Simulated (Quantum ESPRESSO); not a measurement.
The system is MoS2.

```
Mo S
1.0
     3.16900    0.00000    0.00000
    -1.58450    2.74443    0.00000
     0.00000    0.00000   12.32400
Mo S
2 4
Direct
  0.66667 0.33333 0.75000
  0.33333 0.66667 0.25000
  0.66667 0.33333 0.37700
  0.33333 0.66667 0.87700
  0.66667 0.33333 0.12300
  0.33333 0.66667 0.62300
```

Base run:

- Program: Quantum ESPRESSO 7.5
- Functional: LDA
- Potentials or basis: GBRV 1.5 LDA
- Cutoff: 612 eV
- Density cutoff: 4898 eV
- k mesh: 10 × 10 × 3
- Occupations: fermi-dirac, width 0.05 eV
- Spin: no spin polarisation

Its results: band gap on the k mesh 0.85 eV, indirect (least direct gap 1.86 eV); pressure -5.8 GPa; largest force 0.476 eV/Å.

Task: The run is repeated on the same cell with these changes: functional from LDA to PBEsol; potentials or basis from GBRV 1.5 LDA to GBRV 1.5 PBEsol. What comes out?

Result: Band gap on the k mesh 0.88 eV, indirect (least direct gap 1.87 eV); pressure -3.3 GPa; largest force 0.329 eV/Å.

Caveats: some levels on the path didn't converge; this functional lacks dispersion, which binds the layers, so the pressure and a relaxed spacing across them are unreliable (some runs).

A k mesh can miss the band edges.

Not every run made on this cell is shown here.
